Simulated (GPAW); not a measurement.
The system is TePb.

```
Pb Te
1.0
     0.00000    3.23100    3.23100
     3.23100    0.00000    3.23100
     3.23100    3.23100    0.00000
Pb Te
1 1
Cartesian
  0.0000 0.0000 0.0000
  3.2310 3.2310 3.2310
```

| Property | Result |
| --- | --- |
| Program | GPAW 26.7.0 |
| Task | relaxation of cell and atoms |
| Functional | RPBE |
| Potentials or basis | the program's PAW data sets (release 1.2.1) made for this functional |
| Cutoff | 600 eV |
| Basis | pw |
| k mesh | 7 × 7 × 7 |
| Occupations | fermi-dirac, width 0.05 eV |
| Spin | no spin polarisation |

At the start: pressure 3.4 GPa; volume 33.73 Å³/atom.

Question: How do energy, volume and symmetry change on relaxing?

Answer: Over 4 steps the energy falls by 28.1 meV/atom and the volume is 36.59 Å³/atom (+8.5 %); space group Fm-3m (No. 225, to 0.05 Å).

Step by step:
```tsv
step	energy change (eV)	largest force (eV/Å)	pressure (GPa)	volume (Å³)
1	0.0000	0.0000	3.36	67.46
2	-0.0193	0.0000	2.64	68.49
3	-0.0559	0.0000	0.22	72.76
4	-0.0562	0.0000	0.02	73.18
```

Final structure:
```
Pb Te
1.0
     0.00000    3.31984    3.31984
     3.31984    0.00000    3.31984
     3.31984    3.31984    0.00000
Pb Te
1 1
Direct
  0.00000 0.00000 0.00000
  0.50000 0.50000 0.50000
```

Caveat: later steps reuse the first step's grids.
